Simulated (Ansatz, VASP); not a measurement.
Two plane-wave programs on BN

```
B N
1.0
     2.52858    0.00000    0.00000
    -1.26429    2.18982    0.00000
     0.00000    0.00000    4.18248
B N
2 2
Direct
  0.66667 0.33333 0.99970
  0.33333 0.66667 0.49970
  0.66667 0.33333 0.62530
  0.33333 0.66667 0.12530
```

Alike in both runs: functional PBE; k mesh 12 × 12 × 6; occupations gaussian, width 0.02 eV; no spin polarisation.

Ansatz relaxed the structure, and its values are those at the end. VASP's run is a single point on that final structure, the one shown.

|  | VASP | Ansatz |
| --- | --- | --- |
| version | VASP 6.6.1 | Ansatz 0.2.0 |
| potentials or method | VASP PAW PBE potentials, release 64 (B, N) | scalar-relativistic, plane waves, PAW |
| plane-wave cutoff (eV) | 520 | 420 |
| valence electrons in the cell | 16 | 16 |

VASP gave:

```
gap on the k mesh at the Fermi level (eV) : 5.15
least direct gap on the mesh (eV)         : 8.38
pressure (GPa)                            : 12.3
```

What did Ansatz give for the same quantities?

gap on the k mesh at the Fermi level (eV): 5.17; least direct gap on the mesh (eV): 8.39; pressure (GPa): 11.9.

A k mesh can miss the band edges. Expect the measured gap to be larger: semilocal functionals such as PBE lack the derivative discontinuity.
